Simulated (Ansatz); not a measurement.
The following input was run with Ansatz 0.2.0.

```yaml
crystal:
  lattice:
    - [3.0419937217, 0.0, 0.0]
    - [0.0, 3.0419937217, 0.0]
    - [0.0, 0.0, 4.2838091637]
  atoms:
    - { symbol: Al, position: [0.5, 0.5, 0.5] }
    - { symbol: Ga, position: [0.0, 0.0, 0.0] }
    - { symbol: "N", position: [0.5, 0.0, 0.7389991743] }
    - { symbol: "N", position: [0.0, 0.5, 0.2610008257] }
basis:
  ecutwfc: 500
kpoints:
  mp_grid: { grid: [8, 8, 6] }
hamiltonian:
  xc: r2scan
scf:
  occupations: { method: gaussian, width: 0.02 }
output:
  forces: true
  stress: true
  eigenvalues: true
relax:
  adjacent_minimum: "off"
  f_tol: 0.01
  max_steps: 30
  cell: { stress_tol: 0.1, fix: [volume] }
```

Run as
```bash
ansatz run input.yaml --threads 1 --pin off --max-ram 2560MiB --backend cpu --events-out ev --progress --plain --runs-dir out
```

Method: DFT r2SCAN, scalar-relativistic, plane waves, PAW (Ansatz).

Part of what the program printed, abridged:

```
Pseudopotentials: kind: paw
Pseudopotential: Al, paw, valence charge 3, recommended cutoff 500 eV (meta_gga)
Pseudopotential: Ga, paw, valence charge 13, recommended cutoff 500 eV (meta_gga)
Pseudopotential: N, paw, valence charge 5, recommended cutoff 500 eV (meta_gga)
Functional definition: r2SCAN
Crystal: 4 atoms, lattice volume = 39.641 Å³
Basis set: ecut = 500 eV, 1023 PW (Γ), exchange–correlation on 96×96×128 points (64 copies of the dense FFT grid, shifted against one another)
Bands: 17, of which v1, the nominal top of the filled ones, is band 13 counted from 1 (12 counted from 0)
Symmetry: 8 space group operations
Space group: P-4m2 (ITA 115), of the structure as read, at distance tolerance 3.4e-5 Å
k-points: 60 of 384 (time reversal used)
Initial density: superposition of atomic densities (neutral atoms: chi_scale 0, normalization atom), corrected by the library's trained network
Initial wavefunctions: pseudopotential atomic-orbital guess
Functional: x = r2scan, c = r2scan; τ floored in thin density (d = 2e-4 eV/Å³)
SCF iter   1: F=—  HF=-5104.424931 eV  |F-HF|=—  |Δ(HF+E_count)|=         —  Δρ=1.02e-2  dr2=2.57e-2  dr2_τ=3.27e-1  ethr=1.77e-3  ⟨swp⟩=6.0  Hψ=5485  notcnv=0
SCF iter   2: F=—  HF=-5104.545323 eV  |F-HF|=—  |Δ(HF+E_count)|=   1.20e-1  Δρ=4.59e-3  dr2=4.93e-3  dr2_τ=1.93e-4  ethr=9.88e-5  ⟨swp⟩=3.0  Hψ=2743  notcnv=0
SCF iter   3: F=—  HF=-5104.545109 eV  |F-HF|=—  |Δ(HF+E_count)|=   2.13e-4  Δρ=2.86e-3  dr2=1.16e-3  dr2_τ=7.66e-5  ethr=1.90e-5  ⟨swp⟩=2.0  Hψ=1923  notcnv=0
SCF iter   4: F=—  HF=-5104.545067 eV  |F-HF|=—  |Δ(HF+E_count)|=   4.18e-5  Δρ=4.82e-4  dr2=8.62e-5  dr2_τ=3.82e-5  ethr=4.48e-6  ⟨swp⟩=2.0  Hψ=1900  notcnv=0
SCF iter   5: F=—  HF=-5104.545055 eV  |F-HF|=—  |Δ(HF+E_count)|=   1.28e-5  Δρ=1.12e-4  dr2=4.13e-6  dr2_τ=2.80e-7  ethr=3.31e-7  ⟨swp⟩=2.1  Hψ=1761  notcnv=0
SCF iter   6: F=—  HF=-5104.545054 eV  |F-HF|=—  |Δ(HF+E_count)|=   6.21e-7  Δρ=6.38e-5  dr2=1.54e-6  dr2_τ=8.85e-8  ethr=1.59e-8  ⟨swp⟩=2.0  Hψ=1794  notcnv=0
SCF iter   7: F=—  HF=-5104.545054 eV  |F-HF|=—  |Δ(HF+E_count)|=   1.70e-7  Δρ=2.53e-5  dr2=2.43e-7  dr2_τ=2.89e-9  ethr=5.91e-9  ⟨swp⟩=2.3  Hψ=1526  notcnv=0
SCF iter   8: F=-5104.545054 eV  HF=-5104.545054 eV  |F-HF|=1.02e-8  |Δ(HF+E_count)|=   3.82e-8  Δρ=6.67e-6  dr2=1.74e-8  dr2_τ=3.62e-10  ethr=3.85e-10  ⟨swp⟩=4.0  Hψ=3332  notcnv=0
SCF 1 converged in 8 iterations: F = -5104.545054 eV  dr2 = 1.74e-8
relax step   1: F+E_penalty+E_count = -5104.54505374 eV  Δ(F+E_penalty+E_count) = +0.000e0 eV  max|allowed force component| = 2.746e-2 eV/Å  Δτ_max = 0.0000 Å  P = +23.252 GPa  Ω = 39.641 Å³  fix = [volume]  reactions: volume +23.252 GPa (8 SCF iters, dr2 threshold 1.00e-7 eV, accepted)
Initial density: handed on by an earlier stage of this run
Initial wavefunctions: those handed on with the density
SCF iter   1: F=—  HF=-5104.545086 eV  |F-HF|=—  |Δ(HF+E_count)|=         —  Δρ=8.79e-5  dr2=4.57e-6  dr2_τ=1.19e-5  ethr=1.54e-8  ⟨swp⟩=2.1  Hψ=5637  notcnv=0
SCF iter   2: F=—  HF=-5104.545086 eV  |F-HF|=—  |Δ(HF+E_count)|=   3.82e-7  Δρ=3.49e-5  dr2=3.64e-7  dr2_τ=2.12e-8  ethr=1.54e-8  ⟨swp⟩=2.0  Hψ=1374  notcnv=0
SCF iter   3: F=—  HF=-5104.545086 eV  |F-HF|=—  |Δ(HF+E_count)|=   4.93e-9  Δρ=1.69e-5  dr2=6.89e-8  dr2_τ=2.80e-9  ethr=1.81e-10  ⟨swp⟩=5.2  Hψ=4673  notcnv=0
SCF iter   4: F=-5104.545086 eV  HF=-5104.545086 eV  |F-HF|=6.88e-9  |Δ(HF+E_count)|=   3.11e-8  Δρ=5.62e-6  dr2=7.55e-9  dr2_τ=8.07e-10  ethr=1.81e-10  ⟨swp⟩=4.0  Hψ=3560  notcnv=0
SCF 2 converged in 4 iterations: F = -5104.545086 eV  dr2 = 7.55e-9
relax step   2: F+E_penalty+E_count = -5104.54508599 eV  Δ(F+E_penalty+E_count) = -3.225e-5 eV  max|allowed force component| = 1.350e-2 eV/Å  Δτ_max = 0.0005 Å  P = +23.249 GPa  Ω = 39.641 Å³  energy of the carried Pulay correction = +5.536e-17 eV  fix = [volume]  reactions: volume +23.249 GPa (4 SCF iters, dr2 threshold 4.71e-8 eV, accepted)
SCF iter   1: F=—  HF=-5104.545099 eV  |F-HF|=—  |Δ(HF+E_count)|=         —  Δρ=1.03e-4  dr2=5.49e-6  dr2_τ=1.26e-5  ethr=1.82e-8  ⟨swp⟩=2.2  Hψ=5675  notcnv=0
SCF iter   2: F=—  HF=-5104.545099 eV  |F-HF|=—  |Δ(HF+E_count)|=   8.31e-8  Δρ=4.30e-5  dr2=5.29e-7  dr2_τ=2.86e-8  ethr=1.82e-8  ⟨swp⟩=2.0  Hψ=1380  notcnv=0
SCF iter   3: F=—  HF=-5104.545099 eV  |F-HF|=—  |Δ(HF+E_count)|=   7.41e-8  Δρ=2.03e-5  dr2=9.92e-8  dr2_τ=2.92e-9  ethr=2.03e-9  ⟨swp⟩=2.8  Hψ=1928  notcnv=0
SCF iter   4: F=—  HF=-5104.545099 eV  |F-HF|=—  |Δ(HF+E_count)|=   6.10e-8  Δρ=6.28e-6  dr2=9.84e-9  dr2_τ=8.49e-10  ethr=4.38e-11  ⟨swp⟩=3.0  Hψ=4263  notcnv=0
SCF iter   5: F=-5104.545099 eV  HF=-5104.545099 eV  |F-HF|=2.81e-10  |Δ(HF+E_count)|=   4.20e-9  Δρ=2.15e-6  dr2=6.52e-10  dr2_τ=4.24e-11  ethr=3.79e-11  ⟨swp⟩=4.0  Hψ=3582  notcnv=0
SCF 3 converged in 5 iterations: F = -5104.545099 eV  dr2 = 6.52e-10
relax step   3: F+E_penalty+E_count = -5104.54509876 eV  Δ(F+E_penalty+E_count) = -1.277e-5 eV  max|allowed force component| = 1.788e-4 eV/Å  Δτ_max = 0.0005 Å  P = +23.245 GPa  Ω = 39.641 Å³  energy of the carried Pulay correction = +1.702e-15 eV  fix = [volume]  reactions: volume +23.245 GPa (5 SCF iters, dr2 threshold 1.14e-8 eV, accepted)
Initial wavefunctions: pseudopotential atomic-orbital guess (no wavefunctions were taken with the density)
SCF iter   1: F=—  HF=-5104.545097 eV  |F-HF|=—  |Δ(HF+E_count)|=         —  Δρ=3.34e-6  dr2=1.01e-9  dr2_τ=8.25e-10  ethr=1.76e-8  ⟨swp⟩=3.0  Hψ=8373  notcnv=0
SCF iter   2: F=—  HF=-5104.545097 eV  |F-HF|=—  |Δ(HF+E_count)|=   7.11e-7  Δρ=1.60e-6  dr2=2.10e-10  dr2_τ=3.99e-11  ethr=3.87e-12  ⟨swp⟩=2.3  Hψ=1848  notcnv=0
SCF iter   3: F=-5104.545097 eV  HF=-5104.545097 eV  |F-HF|=5.91e-11  |Δ(HF+E_count)|=  3.57e-10  Δρ=4.32e-7  dr2=5.68e-11  dr2_τ=5.30e-12  ethr=1.00e-12  ⟨swp⟩=4.3  Hψ=3841  notcnv=0
SCF 4 converged in 3 iterations: F = -5104.545097 eV  dr2 = 5.68e-11
SCF converged after 3 iterations
Free energy (F): -5104.545097 eV
Harris-Foulkes:  -5104.545097 eV  (|F-HF|=5.91e-11)
Internal energy: -5104.545097 eV  (E = F + TS)
E sigma→0 (E₀):  -5104.545097 eV
Fermi energy:    11.398857 eV
--- Per-component energies (eV) ---
  E_band       = 16.838984
  E_kinetic    = 416.305725
  E_local      = -2394.431968  (includes V_loc(G=0)·N_el)
  E_nonlocal   = 532.095158
  E_hartree    = 1095.353108
  E_xc         = -223.538761
  E_vxc        = -266.728908  (∫ρ·V_xc dr)
  E_paw        = -2740.037155  (= ΣΔE_a)
  E_vpaw       = -475.463478  (= ΣTr[D̂ρ^β])
  E_aug_tail   = -0.000014  (compensation charges beyond the density's cutoff)
  E_vtau       = 14.356047  (kinetic-family band-sum trace: ∫τ·v_τ [+ j·A + Jᵃ·Aᵃ] dr)
  E_ewald      = -1789.518883
  E_core_change = -0.772307  (= ΣΔE_core)
  E_smearing   =  0.000000  (= −TS)
--- Forces (eV/Å), atoms counted from 1 ---
  atom   1  Al     0.00000000     0.00000000     0.00000000
  atom   2  Ga     0.00000000     0.00000000     0.00000000
  atom   3  N      0.00000000     0.00000000    -0.00019116
  atom   4  N      0.00000000     0.00000000     0.00019116
--- Stress (GPa, compression-positive) ---
       23.245465       0.000000       0.000000
        0.000000      23.245465       0.000000
        0.000000       0.000000      23.243773
  P = ⅓ Tr σ = 23.2449 GPa (232.449 kbar)
--- Band table (eV; the first three rows and the last of 60) ---
  k-point 0: bands = ["-7.5737", "-5.6313", "-3.9477", "-3.9477", "-3.8749", "-3.6537", "-2.8127", "3.5021", "6.8010", "6.8010", "9.1769", "9.4482", "9.4482", "13.5580", "13.6438", "18.3780", "22.3544"]
  k-point 1: bands = ["-7.4372", "-5.7153", "-3.9506", "-3.9506", "-3.8709", "-3.6536", "-3.0584", "3.8809", "6.9364", "6.9364", "8.6417", "9.2500", "9.2500", "13.7987", "14.3973", "18.5518", "21.8829"]
  k-point 2: bands = ["-7.0593", "-5.9984", "-3.9563", "-3.9563", "-3.8547", "-3.6535", "-3.5019", "4.7491", "7.3014", "7.3014", "7.5766", "8.7637", "8.7637", "14.8092", "15.5280", "18.9732", "20.6521"]
  k-point 59: bands = ["-5.6486", "-5.6486", "-3.9376", "-3.7253", "-3.6875", "-2.4558", "-2.4558", "3.9599", "4.7985", "4.9491", "5.8005", "5.8487", "5.8487", "16.4865", "16.4865", "20.2413", "21.6258"]
--- Relaxed structure (3 steps of the walk, 3 accepted, 1 SCFs on fresh bases) ---
  F+E_penalty+E_count = -5104.54509728 eV   max|allowed force component| = 1.912e-4 eV/Å   (the final SCF, on the basis selected at the relaxed cell)
  cell:  # Å, volume = 39.6412 Å³
    - [3.04346518, 0.0, 0.0]
    - [0.0, 3.04346518, 0.0]
    - [0.0, 0.0, 4.27966785]
  atoms:
    - { symbol: Al, position: [0.49999999, 0.49999999, 0.49999999] }
    - { symbol: Ga, position: [0.0, 0.0, 0.0] }
    - { symbol: N, position: [0.49999999, 0.0, 0.73877887] }
    - { symbol: N, position: [0.0, 0.49999999, 0.26122112] }
```

The relaxation met its thresholds.

It took 24 s on 1 thread of Intel(R) Xeon(R) 6975P-C (Granite Rapids) (shared host), peak memory 0.51 GiB.